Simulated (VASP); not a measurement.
# C in VASP: how settings move the PBE single point

The PBE single point of diamond C, under +2.0 % biaxial strain in x and y, free along z is repeated with altered inputs. Which of them can be trusted?

Code: VASP 6.6.1. PAW datasets, plane waves. Computed at 0 K without zero-point motion; spin polarisation is off.

## (1) Starting point

The cell comes from an earlier relaxation with r2SCAN in another program, then strained, with the atoms relaxed again.

The symmetry is I4_1/amd (No. 141, tetragonal); conventional cell a = 2.568 Å, c = 3.545 Å, 5.84 Å³ an atom. Around C lie 4 C at 1.56 Å.

Coordinates:

```cif
data_structure
_symmetry_space_group_name_H-M 'P 1'
_symmetry_Int_Tables_number 1
_cell_length_a 2.5375
_cell_length_b 2.5375
_cell_length_c 2.5678
_cell_angle_alpha 59.604
_cell_angle_beta 59.604
_cell_angle_gamma 60.791
_cell_volume 11.69
loop_
_atom_site_label
_atom_site_type_symbol
_atom_site_fract_x
_atom_site_fract_y
_atom_site_fract_z
_atom_site_occupancy
C1 C 0.00000 0.00000 0.00000 1
C2 C 0.25000 0.25000 0.25000 1
```

## (2) The reference run

Input file INCAR:

```
ENCUT = 520.000000
SIGMA = 0.020000
EDIFF = 1.00e-07
GGA = PE
PREC = Accurate
IBRION = -1
ISIF = 2
ISMEAR = -1
NBANDS = 11
NELM = 120
NSW = 0
LASPH = .TRUE.
LCHARG = .TRUE.
LELF = .TRUE.
LWAVE = .FALSE.
LREAL = .FALSE.
```

Input file KPOINTS:

```
KPOINTS created by Atomic Simulation Environment
0
Gamma
12 12 12
0 0 0
```

Input file POSCAR:

```
C
 1.0000000000000000
     0.0000000000000000    1.8157266254000000    1.7726397714000000
     1.8157266254000000    0.0000000000000000    1.7726397714000000
     1.8157266254000000    1.8157266254000000    0.0000000000000000
 C
   2
Cartesian
  0.0000000000000000  0.0000000000000000  0.0000000000000000
  0.9078633126999999  0.9078633126999999  0.8863198857000000
```

A file KPOINTS_OPT adds named points for the levels; it doesn't enter the self-consistent loop.

Potentials: the recommended PBE PAW datasets, 8 valence electrons.

Launch:

```console
$ mpirun -np 1 vasp_std
```

## (3) Altered input 1

Input file INCAR:

```
ENCUT = 520.000000
SIGMA = 0.020000
EDIFF = 1.00e-07
PREC = Accurate
IBRION = -1
ISIF = 2
ISMEAR = -1
NBANDS = 11
NELM = 120
NSW = 0
LASPH = .TRUE.
LCHARG = .FALSE.
LWAVE = .FALSE.
LREAL = .FALSE.
METAGGA = MS2
```

KPOINTS is that of step 2.

POSCAR is that of step 2.

What does the calculation give? Wanted: for each run, changed; ending; energy change; pressure; electronic steps; usable.

The runs gave:

| run | changed | ending | energy change (meV/atom) | pressure (GPa) | gap on the mesh (eV; negative: overlap) | electronic steps | time | usable |
| --- | --- | --- | --- | --- | --- | --- | --- | --- |
| ref. | – | converged | 0 | -10.1 | 3.49 | 11 | 16 s | yes |
| 1 | METAGGA = MS2 | converged | – | -17.7 | 4.14 | 15 | 83 s | yes |

The altered input gave usable results.
